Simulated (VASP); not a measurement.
The system is BaTiO3.

```xyz
5
Lattice="3.9904 0.0000 0.0000 0.0000 3.9904 0.0000 0.0000 0.0000 4.1027" Properties=species:S:1:pos:R:3 pbc="T T T"
Ba    1.9952    1.9952    2.3900
Ti    0.0000    0.0000    0.4104
O     0.0000    1.9952    0.2635
O     1.9952    0.0000    0.2635
O     0.0000    0.0000    2.2522
```

The cell is a database's computed one.

* Program: VASP 6.6.1
* Task: relaxation of cell and atoms
* Functional: PBEsol
* Potentials or basis: VASP PAW PBE potentials, release 64 (Ba_sv, Ti_sv, O)
* Cutoff: 600 eV
* k mesh: 8 × 8 × 8
* Occupations: gaussian, width 0.02 eV
* Spin: no spin polarisation

At the start: pressure -3.1 GPa; volume 13.07 Å³/atom.

Task: Where does the relaxation end?

Result: Over 13 steps the energy falls by 2.5 meV/atom and the volume is 12.79 Å³/atom (-2.1 %); space group P4mm (No. 99, to 0.05 Å).

Step by step:
| step | energy change (eV) | largest force (eV/Å) | pressure (GPa) | volume (Å³) |
| --- | --- | --- | --- | --- |
| 1 | 0.0000 | 0.1132 | -3.08 | 65.33 |
| 2 | 0.0023 | 0.3960 | 3.50 | 62.98 |
| 3 | -0.0114 | 0.1318 | -0.06 | 64.19 |
| 4 | -0.0121 | 0.0243 | -0.02 | 64.09 |
| 5 | -0.0121 | 0.0186 | -0.02 | 64.09 |
| 6 | -0.0122 | 0.0123 | 0.00 | 64.06 |
| 7 | -0.0123 | 0.0227 | 0.04 | 64.02 |
| 8 | -0.0123 | 0.0100 | -0.07 | 64.04 |
| 9 | -0.0123 | 0.0100 | -0.11 | 64.05 |
| 10 | -0.0124 | 0.0105 | -0.07 | 64.03 |
| 11 | -0.0124 | 0.0113 | 0.00 | 63.99 |
| 12 | -0.0124 | 0.0089 | 0.01 | 63.98 |
| 13 | -0.0124 | 0.0048 | 0.02 | 63.97 |

Final structure:
```
Ba Ti O
1.0
     3.96658    0.00000    0.00000
     0.00000    3.96658    0.00000
     0.00000    0.00000    4.06565
Ba Ti O
1 1 3
Direct
  0.50000 0.50000 0.58219
  0.00000 0.00000 0.09861
  0.00000 0.50000 0.06385
  0.50000 0.00000 0.06385
  0.00000 0.00000 0.55150
```

Caveat: the PAW data sets were made with another functional, which shifts forces and pressure a little.
